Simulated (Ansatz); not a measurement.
## One input, then a changed one: AgBr (rocksalt type)

First run: DFT, PBE, all-electron LAPW, scalar-relativistic (Ansatz 0.2.0).

Command: `ansatz run input.yaml --threads 1 --pin off --max-ram 2048MiB --backend cpu --events-out ev --progress --plain --runs-dir out` It took 35 s on 1 thread of Arm Neoverse V1, on a shared host, peak memory 0.55 GiB.

```yaml
crystal:
  lattice:
    - [0.0, 2.3484624522, 2.3484624522]
    - [2.3484624522, 0.0, 2.3484624522]
    - [2.3484624522, 2.3484624522, 0.0]
  atoms:
    - { symbol: Ag, position: [0.0, 0.0, 0.0] }
    - { symbol: Br, position: [0.5, 0.5, 0.5] }
kpoints:
  mp_grid: { grid: [14, 14, 14] }
scf:
  occupations: { method: fermi_dirac, width: 0.08 }
hamiltonian:
  xc: pbe
  pseudopotentials: { kind: all_electron, lapw: { basis_error: 0.001 } }
output:
  forces: true
  stress: true
  eigenvalues: true
  populations: true
```

The cell comes from a relaxation on PAW files under the same functional, begun from a prototype that needn't be the stable phase.

This run: volume at 0.52 of the series' base cell.

It converges in 7 SCF iterations at a pressure of 142.1 GPa.

The input is then changed:

```diff
 scf:
-  occupations: { method: fermi_dirac, width: 0.08 }
+  occupations: { method: gaussian, width: 0.01 }
 hamiltonian:
```

Problem. Predict the outcome of the changed run.

Solution. It converges in 7 SCF iterations at a pressure of 142.2 GPa, free energy +0.5 meV/atom against the first run's.
